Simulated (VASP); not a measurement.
A run of VASP 6.6.1 is set up as follows.

Contents of INCAR:

```
SYSTEM = SnO
  PREC = Accurate
  ENCUT = 520
  EDIFF = 1E-7
  ISMEAR = -1
  SIGMA = 0.02
  LREAL = .False.
  LASPH = .True.
  NELM = 100
  ALGO = Fast
  ISIF = 2
  LWAVE = .False.
  LCHARG = .False.
  GGA = PS
  LEFG = .True.
```

KPOINTS

```
regular mesh
0
Gamma
  9 9 7
  0 0 0
```

File POSCAR:

```
SnO
1.0
    3.7986000000      0.0000000000      0.0000000000
    0.0000000000      3.7986000000      0.0000000000
    0.0000000000      0.0000000000      4.8408000000
Sn O
2 2
Direct
    0.5000000000      0.0000000000      0.2369000000
    0.0000000000      0.5000000000      0.7631000000
    0.0000000000      0.0000000000      0.0000000000
    0.5000000000      0.5000000000      0.0000000000
```

Potentials or basis: VASP PAW PBE potentials, release 64 (Sn_d, O).

Launch:

```console
$ cat potpaw_PBE.64/Sn_d/POTCAR potpaw_PBE.64/O/POTCAR > POTCAR
$ mpirun -np 1 vasp_std > vasp.out
```

**Question.** Estimate the band gap on the k mesh.

**Answer.** 0.19 eV, indirect (least direct gap 1.94 eV).

**Question.** What does it give for the largest force?

**Answer.** 0.286 eV/Å.

Stress tensor (GPa, compression positive):
```
0.97 0.00 0.00
0.00 0.97 0.00
0.00 0.00 0.57
```

Caveat: the PAW data sets were made with another functional, which shifts forces and pressure a little; spin-orbit coupling is left out, which moves the levels of the heavy elements; an odd mesh through Γ misses points on the zone boundary, where band edges often lie.
